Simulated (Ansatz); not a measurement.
Input and command of a calculation in Ansatz (plane waves; scalar-relativistic PAW potentials unless the input names others):

```yaml
crystal:
  lattice:
    - [0.0, 2.0139386812, 2.0139386812]
    - [1.4240658809, 0.0, 2.0139386812]
    - [1.4240658809, 2.0139386812, 0.0]
  atoms:
    - { symbol: Cr, position: [0.0, 0.0, 0.0] }
basis:
  ecutwfc: 420
  xc_grid: 3
kpoints:
  mp_grid: { grid: [20, 20, 20], shift: [0.5, 0.5, 0.5] }
hamiltonian:
  xc: pbe
scf:
  occupations: { method: cold, width: 0.005 }
output:
  forces: true
  eigenvalues: true
  stress: true
```

```bash
ansatz run input.yaml --threads 1 --pin off --max-ram 2560MiB --backend cpu --events-out ev --progress --plain --runs-dir out
```

Abridged log:
```
Warning: crystal.lattice, of which some number shows no typed digit to judge by, misses the space group found at crystal.symmetry.tolerance 1.0e-5 by more than rounding, which is why this is a warning: the operation that it misses by the most changes a squared length by the fraction 5.36e-6, and from 1e-6 on that is taken for a strain and not for rounding. The run uses the lattice that is a stretch of the typed one, with no rotation, onto the one that keeps every operation to a double's rounding (on a very oblique basis the stretch itself rounds by more); the deck's lattice vector that moved f ...
Warning: crystal.symmetry: narrowed to the stabiliser of the k-point mesh — unitary ops 48 → 8; excluded 40 operations that carry a point of the 20×20×20 mesh (shift [0.5, 0.5, 0.5]) off the mesh (the run samples exactly the mesh kpoints.mp_grid names, as under crystal.symmetry.detect: false, and its converged state has the mesh's symmetry, not the crystal's; ε∞, the Born charges and the force constants of a linear response (`dielectric:` by the response, `phonons.method: dfpt`) are averaged over those of the crystal's operations that the state keeps within a tolerance, where `mesh_tensors`, ` ...
Pseudopotentials: kind: paw
Pseudopotential: Cr, paw, valence charge 14, recommended cutoff 420 eV (normal)
Functional definition: PBE
Crystal: 1 atom, lattice volume = 11.552 Å³
Basis set: ecut = 420 eV, 225 PW (Γ), exchange–correlation on 60×54×54 points (27 copies of the dense FFT grid, shifted against one another)
Bands: 11, of which v1, the nominal top of the filled ones, is band 7 counted from 1 (6 counted from 0)
Symmetry: 8 space group operations
k-points: 1155 of 8000
Initial density: superposition of atomic densities (neutral atoms: chi_scale 0, normalization atom), corrected by the library's trained network
Initial wavefunctions: pseudopotential atomic-orbital guess
Functional: x = pbe(κ = 0.804, μ = 0.21951497), c = pbe(β = 0.06672455)
SCF iter   1: F=—  HF=-3377.734873 eV  |F-HF|=—  |Δ(HF+E_count)|=         —  Δρ=2.45e-3  dr2=9.04e-5  ethr=1.77e-3  ⟨swp⟩=3.6  Hψ=61469  notcnv=0
SCF iter   2: F=—  HF=-3377.735250 eV  |F-HF|=—  |Δ(HF+E_count)|=   3.78e-4  S|Δr|=    0.00e0  Δρ=1.23e-3  dr2=2.09e-5  ethr=6.46e-7  ⟨swp⟩=2.4  Hψ=32085  notcnv=0  defer=105
SCF iter   3: F=—  HF=-3377.735403 eV  |F-HF|=—  |Δ(HF+E_count)|=   1.53e-4  S|Δr|=    0.00e0  Δρ=5.13e-4  dr2=2.04e-5  ethr=1.49e-7  ⟨swp⟩=2.0  Hψ=24081  notcnv=0  defer=105
SCF iter   4: F=—  HF=-3377.735397 eV  |F-HF|=—  |Δ(HF+E_count)|=   6.01e-6  S|Δr|=    0.00e0  Δρ=3.17e-5  dr2=4.44e-8  ethr=1.46e-7  ⟨swp⟩=3.0  Hψ=25129  notcnv=0  defer=105
SCF iter   5: F=-3377.735397 eV  HF=-3377.735397 eV  |F-HF|=1.73e-9  |Δ(HF+E_count)|=   3.27e-8  S|Δr|=    0.00e0  Δρ=9.63e-6  dr2=4.51e-9  ethr=3.17e-10  ⟨swp⟩=2.2  Hψ=39264  notcnv=0
SCF 1 converged in 5 iterations: F = -3377.735397 eV  dr2 = 4.51e-9
SCF converged after 5 iterations
Stability not checked: this state was not tested for a lower state beside it, because cold or Methfessel-Paxton smearing, or corrected tetrahedra, fill the levels in a way that the test cannot read (fill_not_monotonic; see scf.lower_state_search)
Free energy (F): -3377.735397 eV
Harris-Foulkes:  -3377.735397 eV  (|F-HF|=1.73e-9)
Internal energy: -3377.735392 eV  (E = F + TS)
E sigma→0 (E₀):  -3377.735396 eV
Entropy (-TS):   -0.000005 eV (-0.005 meV/atom)
Fermi energy:    19.455674 eV
--- Forces (eV/Å), atoms counted from 1 ---
  atom   1  Cr     0.00000000     0.00000000     0.00000000
--- Stress (GPa, compression-positive) ---
        0.071650       0.197234       0.197234
        0.197234      -0.020565       0.092215
        0.197234       0.092215      -0.020565
  P = ⅓ Tr σ = 0.0102 GPa (0.102 kbar)
```

Apart from outputs, empty bands and the relaxation, which only the reference makes, the input differs from a reference run on usual settings in scf.occupations.method: "gaussian" → "cold"; scf.occupations.width: 0.1 → 0.005; kpoints.mp_grid.shift: not typed → [0.5, 0.5, 0.5]; basis.xc_grid: not typed → 3. The reference, at the same geometry, ended its own course with pressure -0.09 GPa, largest force 0.000 eV/Å, no gap on the mesh. This run converged in 5 SCF iterations with an energy at zero smearing 1.89 meV/atom above the reference's, pressure 0.01 GPa, largest force 0.000 eV/Å, no gap on the mesh. Its k mesh, for so narrow a smearing in a metal, is looser than usual, and the result moved.

It took 7 s on 1 thread of Arm Neoverse V2 (shared host), peak memory 0.44 GiB.